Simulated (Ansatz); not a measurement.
Write the native input for Ansatz 0.2.0 that does the following.

| Property | Result |
| --- | --- |
| Task | band structure |
| Functional | PBEsol |
| Potentials or basis | all-electron LAPW, relativistic spinors |
| Cutoff | 266 eV (chosen from the basis error) |
| Basis error allowed | 0.001 eV/atom |
| k mesh | 6 × 6 × 6 |
| Occupations | fermi-dirac, width 0.05 eV |
| Spin | spin-orbit coupling, no magnetisation |

Crystal: CdSe.

```
Cd Se
1.0
     0.00000    3.07027    3.07027
     3.07027    0.00000    3.07027
     3.07027    3.07027    0.00000
Cd Se
1 1
Direct
  0.00000 0.00000 0.00000
  0.25000 0.25000 0.25000
```

Measurements of this composition are mostly on another form, of space group No. 186.

These files were run (other wordings do the same):

input.yaml

```yaml
crystal:
  lattice:
    - [0.0, 3.0702711986, 3.0702711986]
    - [3.0702711986, 0.0, 3.0702711986]
    - [3.0702711986, 3.0702711986, 0.0]
  atoms:
    - { symbol: Cd, position: [0.0, 0.0, 0.0] }
    - { symbol: Se, position: [0.25, 0.25, 0.25] }
kpoints:
  mp_grid: { grid: [6, 6, 6] }
  band_path:
    path:
      - [0.0, 0.0, 0.0]
      - [0.5, 0.0, 0.5]
      - [0.5, 0.25, 0.75]
      - [0.375, 0.375, 0.75]
      - [0.0, 0.0, 0.0]
      - [0.5, 0.5, 0.5]
      - [0.625, 0.25, 0.625]
      - [0.5, 0.25, 0.75]
    npoints: 10
scf:
  occupations: { method: fermi_dirac, width: 0.05 }
hamiltonian:
  xc: pbesol
  pseudopotentials: { kind: all_electron, lapw: { basis_error: 0.001 } }
magnetization:
  noncollinear: true
  spin_orbit: true
output:
  forces: true
  stress: true
  eigenvalues: true
```

Potentials or basis: all-electron LAPW, relativistic spinors.

Command:

```bash
$ ansatz run input.yaml --threads 1 --pin off --max-ram 3072MiB --backend cpu --events-out ev --progress --plain --runs-dir out
```

Results of the run:

| Item | Value |
| --- | --- |
| Pressure | -1.4 GPa |
| Band gap on the k mesh | 0.30 eV, direct |
| Band gap along the path | 0.30 eV, direct |

Wall time 85 s on 1 thread of Arm Neoverse V2 (shared host), peak memory 0.42 GiB.
